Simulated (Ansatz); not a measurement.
Computed with DFT PBE, scalar-relativistic, plane waves, PAW (Ansatz 0.2.0). All cells share a 420 eV cutoff and Γ-centred k meshes spaced at most about 0.3 Å⁻¹ (about 0.25 or finer for metals, 2π included). No spin polarisation.

All energies are static (0 K, no zero-point motion).

Two forms of B₆N were relaxed alike.

1.

```yaml
crystal:
  lattice:
    - [3.26292, 0.00000, 0.00000]
    - [-0.63183, 4.35923, 0.00000]
    - [-0.96213, -1.39680, 4.71900]
  atoms:
    - { symbol: B, position: [0.39670, 0.40932, 0.21122] }
    - { symbol: B, position: [0.60330, 0.59068, 0.78878] }
    - { symbol: B, position: [0.17379, 0.65073, 0.97517] }
    - { symbol: B, position: [0.82621, 0.34927, 0.02483] }
    - { symbol: B, position: [0.50000, 0.00000, 0.00000] }
    - { symbol: B, position: [0.00000, 0.00000, 0.00000] }
    - { symbol: N, position: [0.50000, 0.50000, 0.50000] }
```

2.

```yaml
crystal:
  lattice:
    - [3.00551, 0.00000, 0.00000]
    - [-1.50276, 2.60285, 0.00000]
    - [0.00000, 0.00000, 6.45397]
  atoms:
    - { symbol: B, position: [0.00000, 0.00000, 0.79195] }
    - { symbol: B, position: [0.00000, 0.00000, 0.20805] }
    - { symbol: B, position: [0.33333, 0.66667, 0.64271] }
    - { symbol: B, position: [0.33333, 0.66667, 0.35729] }
    - { symbol: B, position: [0.66667, 0.33333, 0.35729] }
    - { symbol: B, position: [0.66667, 0.33333, 0.64271] }
    - { symbol: N, position: [0.00000, 0.00000, 0.00000] }
```

Question: Which form is favoured at zero pressure, and by what margin per atom?

Answer: Cell 2 is lower, by 62 meV/atom. Cell 1 has space group P-1 (No. 2), 9.6 Å³/atom and no gap on its mesh; cell 2 has space group P6/mmm (No. 191), 7.2 Å³/atom and no gap. Counting B atoms around N (those within 1.25 times the shortest such distance or 1.15 times the sum of covalent radii), cell 1 and cell 2 both have N 2. Cell 1 and cell 2 both hold B–B nets. The denser one is the lower, and pressure would at first widen the difference. Even the lower one lies +0.23 eV/atom against the reference forms of the elements (uncorrected), so neither is stable at this level. Both come from invented guesses. The lowest form computed isn't among them: it has space group R-3m (No. 166), 7.5 Å³/atom and lies 0.57 eV/atom below the best shown.

Cells relaxed within their symmetry can be saddle points. Some types were kept out of the candidates beforehand, so the set may lack a known form.
